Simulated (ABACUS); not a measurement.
# MnS under changes of volume

One of the cells (15.133 Å³/atom); the others are scaled copies at fixed shape and fractional positions:

```
Mn S
1.0
     0.00000    2.47346    2.47346
     2.47346    0.00000    2.47346
     2.47346    2.47346    0.00000
Mn S
1 1
Direct
  0.00000 0.00000 0.00000
  0.75000 0.75000 0.75000
```

The cell is a database's computed one.

```yaml
Program: ABACUS 3.10.1
Functional: PBE
Potentials_or_basis: PseudoDojo NC SR 0.4.1 PBE standard
Cutoff: 1361 eV
Density_cutoff: 5442 eV
Basis: DZP LCAO (the cutoffs set its grid)
k_mesh: 9 × 9 × 9
Occupations: fermi-dirac, width 0.05 eV
Spin: collinear spin, ferromagnetic start
Starting_moments: "[4.0, 0.0] μB"
```

| volume (Å³/atom) | energy over the lowest point (meV/atom) | pressure (GPa) | moment (μB per cell) |
| --- | --- | --- | --- |
| 14.225 | 76.59 | 16.4 | 0.24 |
| 14.527 | 49.45 | 12.4 | 0.26 |
| 14.830 | ? | ? | ? |
| 15.133 | 16.25 | 5.6 | 0.29 |
| 15.435 | 8.72 | 2.7 | 0.32 |
| 15.738 | 28.86 | 8.6 | 1.94 |
| 16.041 | 0.00 | 15.8 | 2.98 |

Task: What does the run at 14.830 Å³/atom give?

Result: Energy over the lowest point 29.67 meV/atom; pressure 8.8 GPa; moment 0.27 μB per cell.

The energies don't lie on one smooth curve, so no fit is given. The run at 15.738 Å³/atom lies farthest off, from a change of basis, grid or state.

Energies are extrapolated to zero smearing.

Caveats: the atomic orbitals were generated for these runs and aren't a published set; the basis of atomic orbitals isn't converged, which shifts pressures, moduli and gaps; the moment fell far below its start of 4 μB, so a state of higher moment may lie lower in energy (some runs); a cell with one magnetic atom can't hold antiferromagnetic order, which such compounds often take (some runs).
